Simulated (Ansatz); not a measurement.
# Zn/BN/Cu under bias, part 4 of 5

Wanted: I(V) for Zn/BN/Cu. The lower electrode is Zn hcp(0001), the upper one Cu fcc(111); the barrier is BN zinc blende(111) (whole bilayers). In the first transport cell, after relaxation, the nearest pair of electrode and barrier is Zn–N at 2.60 Å, at a slant, too long for a bond, at the lower face and Cu–B at 2.48 Å, at a slant, at the upper one. A gap without bonds adds to the barrier. All share a net of side 2.66 Å, which strains the lower electrode by +0.0 %, the upper one by +3.6 % and the barrier by +3.6 %, against typed lattice constants near PBE's. The first steps treat the bulk electrodes alone.

Ansatz 0.2.0; PBE DFT, plane waves, PAW files (the session's first sound run).

So far. Step 4 (Relaxing the interfaces): The largest force component on a free atom ends at 0.035 eV/Å. At one or more of this run's solves the program warned of density in the dipole ramp over its bound, where dipole, forces and levels can be off. Step 5 (The voltage sweep): All 5 points reached self-consistency. On every other mesh point the currents change by up to 3 %. The leads' potential repeats within 88 meV, on the large side, so longer leads could move the currents.

**6. Transmission over a wide range of energy**

This step: PBE DFT, plane waves, PAW files; ballistic transmission by layer matching between semi-infinite leads (Ansatz 0.2.0).

System of this step: Zn/BN/Cu. The cell holds 25 atoms: 11 Zn, 3 N, 3 B and 8 Cu. Cell: a = 2.660 Å, b = 2.660 Å, c = 62.322 Å, α = 90.0°, β = 90.0°, γ = 120.0°. Regions: left electrode, 11 atoms (11 Zn); barrier, 6 atoms (3 N and 3 B); right electrode, 8 atoms (8 Cu). Vacuum lies along c.

The relaxed core is set between ideal electrode layers (this cell holds 6 atomic planes between the electrodes; where that differs from the relaxed slab, whole periods were copied in or cut out without a new relaxation), which the solver continues as semi-infinite leads. A wide energy window on a coarse mesh (18×18) shows where the Fermi level lies against the barrier's bands; the projected density of states shows how far the metals' states reach in.

The input, input.yaml:

```yaml
crystal:
  lattice:
    - [2.66, 0.0, 0.0]
    - [-1.33, 2.3036275741, 0.0]
    - [0.0, 0.0, 62.322328122]
  atoms:
    - { symbol: Zn, position: [0.0, 0.0, 0.1123192957] }
    - { symbol: Zn, position: [0.33333333, 0.66666667, 0.1530156349] }
    - { symbol: Zn, position: [0.0, 0.0, 0.1937119741] }
    - { symbol: Zn, position: [0.33333333, 0.66666667, 0.2344083133] }
    - { symbol: Zn, position: [0.0, 0.0, 0.2751046525] }
    - { symbol: Zn, position: [0.33333333, 0.66666667, 0.3158009917] }
    - { symbol: Zn, position: [0.0, 0.0, 0.3564973309] }
    - { symbol: Zn, position: [0.33333333, 0.66666667, 0.3971936701] }
    - { symbol: Zn, position: [0.0, 0.0, 0.4378900093] }
    - { symbol: Zn, position: [0.33333333, 0.66666667, 0.4785863486] }
    - { symbol: Zn, position: [0.0, 0.0, 0.5183034691] }
    - { symbol: "N", position: [0.33333333, 0.66666667, 0.5520081748] }
    - { symbol: B, position: [0.66666667, 0.33333333, 0.559083362] }
    - { symbol: "N", position: [0.66666667, 0.33333333, 0.5851266657] }
    - { symbol: B, position: [0.0, 0.0, 0.5929641579] }
    - { symbol: "N", position: [0.0, 0.0, 0.6186762437] }
    - { symbol: B, position: [0.33333333, 0.66666667, 0.6267150867] }
    - { symbol: Cu, position: [0.66666667, 0.33333333, 0.6579415826] }
    - { symbol: Cu, position: [0.0, 0.0, 0.6911495799] }
    - { symbol: Cu, position: [0.33333333, 0.66666667, 0.7239047673] }
    - { symbol: Cu, position: [0.66666667, 0.33333333, 0.7566599547] }
    - { symbol: Cu, position: [0.0, 0.0, 0.7894151421] }
    - { symbol: Cu, position: [0.33333333, 0.66666667, 0.8221703295] }
    - { symbol: Cu, position: [0.66666667, 0.33333333, 0.8549255169] }
    - { symbol: Cu, position: [0.0, 0.0, 0.8876807043] }
kpoints:
  mp_grid: { grid: [12, 12, 1] }
scf:
  occupations: { method: fermi_dirac, width: 0.1 }
  max_iter: 150
hamiltonian:
  xc: pbe
output:
  transmission:
    kmesh: [18, 18]
    e_range: [-2, 3]
    de: 0.1
    leads: [[4, 6], [21, 22]]
  dos: { projected: true, e_range: [-6, 5], de: 0.05 }
  write_potential: true
  write_density: true
  volumetric_format: npy
```

Run with:

```console
$ ansatz run input.yaml --threads 4 --pin off --max-ram 16384MiB --backend cpu --events-out ev --progress --plain --runs-dir out
```

Numbers of over 12 decimals in the logs are rounded to 6 here.

The program printed:

```text
[...]
Crystal: 25 atoms, lattice volume = 381.889 Å³
Basis set: ecut = 420 eV, 7619 PW (Γ)
Bands: 185, of which v1, the nominal top of the filled ones, is band 154 counted from 1 (153 counted from 0)
Symmetry: 6 space group operations
[...]
k-points: 19 of 144 (time reversal used)
[...]
SCF iter   1: F=—  HF=-91134.024260 eV  |F-HF|=—  |Δ(HF+E_count)|=         —  Δρ=7.61e-3  dr2=3.09e1  ethr=1.77e-3  ⟨swp⟩=7.4  Hψ=15225  notcnv=0  defer=110
[...]
SCF iter  12: F=-91133.785039 eV  HF=-91133.785039 eV  |F-HF|=3.99e-8  |Δ(HF+E_count)|=   7.60e-9  Δρ=2.87e-6  dr2=6.14e-8  ethr=3.25e-11  ⟨swp⟩=15.7  Hψ=17372  notcnv=0
SCF 1 converged in 12 iterations: F = -91133.785039 eV  dr2 = 6.14e-8
[...]
transmission: 188 of 1850 steps passed
transmission: 372 of 1850 steps passed
[...]
transmission: 1850 of 1850 steps passed
[...]
SCF converged after 12 iterations
Free energy (F): -91133.785039 eV
[...]
Internal energy: -91133.585823 eV  (E = F + TS)
E sigma→0 (E₀):  -91133.685431 eV
Entropy (-TS):   -0.199216 eV (-7.969 meV/atom)
Fermi energy:    9.218500 eV
[...]
--- Band table (eV; the first three rows and the last of 19) ---
  k-point 0: bands = [... 150 lower, 7.4744, 7.6497, 7.6497, 7.6832, 7.7562, 7.7562, 7.8342, 7.8342, ... 27 higher]
  k-point 1: bands = [... 150 lower, 7.4315, 7.4817, 7.5367, 7.6551, 7.6727, 7.7621, 7.7638, 8.1220, ... 27 higher]
  k-point 2: bands = [... 150 lower, 7.3805, 7.4995, 7.6335, 7.6710, 7.7775, 7.8482, 8.2050, 8.7156, ... 27 higher]
  k-point 18: bands = [... 150 lower, 9.9869, 10.0875, 10.2294, 10.4913, 10.6406, 10.8596, 11.1266, 11.4302, ... 27 higher]
--- Transmission ---
  basis      : 55 plane waves across, 50 finite elements along
  points     : 37, standing for a mesh of 18 x 18
  energies   : 51 from -2.000000 to 3.000000 eV about the Fermi level, 0.100000 eV apart; the leads are filled to 0.000000 eV, and channels, transmission and decay are at 0.000000 eV
  crystal 0  : Zn2, at the sites [4, 6], period 5.0726 Å, over 25.36 Å; its Hamiltonian steps by up to 81.9 meV: too much for a lead, lay more layers or, if its atoms are ordered, name the step of that order
    offset         : up to 0.0000 Å between an atom of the period and one for which it stands
    channels       : 5.401235e-1 a spin
    conductance    : none, the energies end too early or step too widely for 300 K: set another output.transmission.e_range or a lower de, or, where they end at an eighth of basis.ecutwfc, a higher one
    slowest decay  : 0.0227 /Å at (0.3333, 0.1111)
  crystal 1  : Cu1, at the sites [21, 22], period 2.0414 Å, over 14.29 Å; its Hamiltonian steps by up to 29.1 meV: too much for a lead, lay more layers or, if its atoms are ordered, name the step of that order
[...]
channels       : 8.425926e-1 a spin
[...]
slowest decay  : 0.1016 /Å at (0.0000, 0.0000)
  junction   : crystal 0 to crystal 1, 19.11 to 47.48 Å
    transmission   : 6.759469e-2 a spin
[...]
```

Elapsed: 2.6 min, on 4 threads of Arm Neoverse V1, shared host; peak memory 2.6 GiB.

Numbers from this step:

| Property | Result |
| --- | --- |
| free energy | -91133.7850 eV |
| Fermi energy | 9.218 eV |
| level to which the leads are filled | 0 eV from the Fermi level |
| transmission at the Fermi level (a spin, zone mean) | 0.06759 |
| channels of the lower lead | 0.5401 |
| channels of the upper lead | 0.8426 |
| potential step in the lower lead | 81.9 meV |
| potential step in the upper lead | 29.1 meV |

One spin. Transmission, zone mean against energy, zero at the Fermi level:

| energy (eV) | transmission, zone mean |
| --- | --- |
| -2.00 | 0.221 |
| -1.80 | 0.186 |
| -1.70 | 0.196 |
| -1.50 | 0.168 |
| -1.40 | 0.194 |
| -1.30 | 0.182 |
| -1.10 | 0.163 |
| -1.00 | 0.146 |
| -0.80 | 0.119 |
| -0.60 | 0.0998 |
| -0.40 | 0.0872 |
| -0.30 | 0.0807 |
| -0.10 | 0.0714 |
| 0.00 | 0.0676 |
| 0.10 | 0.0501 |
| 0.20 | 0.0480 |
| 0.40 | 0.0456 |
| 0.60 | 0.0284 |
| 0.80 | 0.0170 |
| 0.90 | 0.0155 |
| 1.10 | 0.0133 |
| 1.30 | 0.00934 |
| 1.40 | 0.0107 |
| 1.60 | 0.0113 |
| 1.80 | 0.0139 |
| 2.00 | 0.0437 |
| 2.10 | 0.0118 |
| 2.30 | 0.0162 |
| 2.40 | 0.0322 |
| 2.50 | 0.0206 |
| 2.70 | 0.0169 |
| 2.80 | 0.0131 |
| 3.00 | 0.0138 |

One spin. Open channels, zone mean against energy, zero at the Fermi level:

| energy (eV) | lower lead | upper lead |
| --- | --- | --- |
| -2.00 | 0.836 | 1.59 |
| -1.80 | 0.836 | 1.69 |
| -1.50 | 0.762 | 1.70 |
| -1.30 | 0.781 | 0.577 |
| -1.00 | 0.781 | 0.679 |
| -0.80 | 0.781 | 0.716 |
| -0.60 | 0.688 | 0.753 |
| -0.30 | 0.633 | 0.827 |
| -0.10 | 0.577 | 0.824 |
| 0.00 | 0.540 | 0.843 |
| 0.10 | 0.571 | 0.824 |
| 0.40 | 0.781 | 0.917 |
| 0.60 | 0.855 | 0.898 |
| 0.90 | 0.966 | 0.880 |
| 1.10 | 0.954 | 0.880 |
| 1.30 | 0.991 | 0.843 |
| 1.60 | 1.16 | 0.889 |
| 1.80 | 1.23 | 0.870 |
| 2.00 | 1.16 | 0.870 |
| 2.30 | 1.22 | 0.759 |
| 2.50 | 1.22 | 0.759 |
| 2.80 | 1.35 | 0.741 |
| 3.00 | 1.42 | 0.667 |

Transmission over k1 and k2. At 0.0000 eV from the Fermi level.

Ten even steps from '0' (0.000) to '9' (0.805):
```
000000000000000000
000000000000000000
000000000000000000
000000000000000000
000000111000000000
000001344310000000
000001467641000000
000001479974100000
000000369096300000
000000147997410000
000000014676410000
000000001344310000
000000000011100000
000000000000000000
000000000000000000
000000000000000000
000000000000000000
000000000000000000
```
Columns: k1 (b1) from -0.5 to 0.444; rows upwards: k2 (b2) from -0.5 to 0.444.

Open channels of the lower lead over k1 and k2. At 0.0000 eV from the Fermi level.

Ten even steps from '_' (0.00) to '@' (1.00):
```
__________________________@@@@@@____
____________________________@@@@____
@@______@@@@@@@@@@______@@@@@@__@@@@
@@____@@@@@@@@@@@@@@@@____@@@@@@@@@@
@@____@@@@@@@@@@@@@@@@@@____@@@@__@@
@@____@@@@@@@@@@@@@@@@@@@@____@@____
______@@@@@@@@@@@@@@@@@@@@@@________
______@@@@@@@@@@@@@@@@@@@@@@@@______
________@@@@@@@@@@@@@@@@@@@@@@______
________@@@@@@@@@@@@@@@@@@@@@@@@____
__________@@@@@@@@@@@@@@@@@@@@@@____
@@____@@____@@@@@@@@@@@@@@@@@@@@____
@@@@__@@@@____@@@@@@@@@@@@@@@@@@____
@@@@@@@@@@@@____@@@@@@@@@@@@@@@@____
@@@@@@__@@@@@@______@@@@@@@@@@______
______@@@@__________________________
______@@@@@@________________________
______@@@@@@@@__________@@@@@@@@____
```
Columns: k1 (b1) from -0.5 to 0.444; rows upwards: k2 (b2) from -0.5 to 0.444.

Open channels of the upper lead over k1 and k2. At 0.0000 eV from the Fermi level.

Ten even steps from '0' (0.00) to '9' (1.00):
```
999999999999000009
999999999999000000
999999999999900000
999999999999990000
999999999999999000
999999999999999900
999999999999999999
999999999999999999
999999999099999999
999999999999999999
999999999999999999
900999999999999999
900099999999999999
900009999999999999
900000999999999999
900000099999999999
990000099999999999
999999999999999999
```
Columns: k1 (b1) from -0.5 to 0.444; rows upwards: k2 (b2) from -0.5 to 0.444.

Projected DOS an atom over height of the atomic layer and energy from the Fermi level. Layers: Zn Zn Zn Zn Zn Zn Zn Zn Zn Zn Zn BN N B N B Cu Cu Cu Cu Cu Cu Cu Cu; projections on atoms miss part of the total, and the computed bands can run out at the top of the range; a column is the mean of 2 neighbouring layers, the last of those left over.

Values in states/eV, 22 rows by 12 columns, each cell a mean:
```
0.04 0.03 0.03 0.03 0.04 0.06 0.10 0.21 0.12 0.11 0.11 0.14
0.05 0.03 0.03 0.04 0.04 0.05 0.04 0.09 0.09 0.13 0.12 0.13
0.07 0.05 0.05 0.05 0.05 0.04 0.02 0.06 0.08 0.14 0.15 0.08
0.07 0.07 0.07 0.07 0.08 0.06 0.01 0.06 0.11 0.07 0.07 0.06
0.08 0.09 0.08 0.08 0.08 0.07 0.01 0.08 0.13 0.08 0.09 0.08
0.10 0.09 0.09 0.10 0.09 0.08 0.02 0.10 0.16 0.08 0.11 0.11
0.13 0.10 0.11 0.13 0.13 0.10 0.02 0.11 0.13 0.12 0.12 0.16
0.16 0.15 0.15 0.15 0.12 0.09 0.02 0.10 0.11 0.17 0.14 0.18
0.11 0.14 0.13 0.12 0.12 0.09 0.02 0.15 0.14 0.22 0.23 0.22
0.07 0.09 0.10 0.09 0.09 0.11 0.03 0.18 0.19 0.21 0.20 0.25
0.06 0.06 0.06 0.07 0.12 0.16 0.05 0.18 0.27 0.28 0.29 0.31
0.09 0.08 0.08 0.08 0.09 0.16 0.06 0.15 0.38 0.39 0.40 0.43
0.14 0.11 0.11 0.13 0.10 0.15 0.07 0.08 0.59 1.16 1.33 1.87
0.17 0.17 0.15 0.17 0.17 0.21 0.13 0.08 3.42 4.35 4.09 4.78
0.16 0.17 0.22 0.17 0.16 0.29 0.17 0.13 3.95 3.50 3.57 4.05
0.21 0.18 0.16 0.19 0.18 0.31 0.27 0.19 4.23 3.71 3.74 3.60
0.24 0.20 0.21 0.20 0.22 0.34 0.32 0.20 2.98 2.85 2.78 2.36
0.22 0.25 0.23 0.22 0.23 0.28 0.34 0.30 2.32 2.15 2.22 1.86
0.23 0.20 0.20 0.21 0.18 0.29 0.42 0.36 1.42 1.31 1.30 0.96
0.24 0.19 0.19 0.19 0.21 0.31 0.49 0.44 0.70 0.73 0.72 0.50
0.22 0.19 0.20 0.21 0.21 0.32 0.54 0.45 0.31 0.31 0.32 0.24
0.21 0.23 0.24 0.23 0.22 0.26 0.38 0.35 0.19 0.21 0.21 0.17
```
Columns: height of the atomic layer (Å) from 8.27 to 54.3 (not evenly spaced); rows upwards: energy from the Fermi level (eV) from -6 to 5.

At the Fermi level the transmission is 0.068, as a zone mean for one spin on this coarse mesh. At the Fermi level the layers of this cell's barrier hold from 0.031 to 0.31 states an eV and atom. In the worse lead the potential repeats within 82 meV, which the program flags as too much for a lead, so G carries that doubt.

(Continued in part 5 of 5.)

[Logs are printed without paths, hosts, clocks, repeated set-up lines and the standing remarks that a program may print on its own settings, such as how far it seeks lower states.]

[Hosts, paths, dates, database ids (printed as entryN), source tags and the programs' standing remarks are cut or masked in the printed files.]
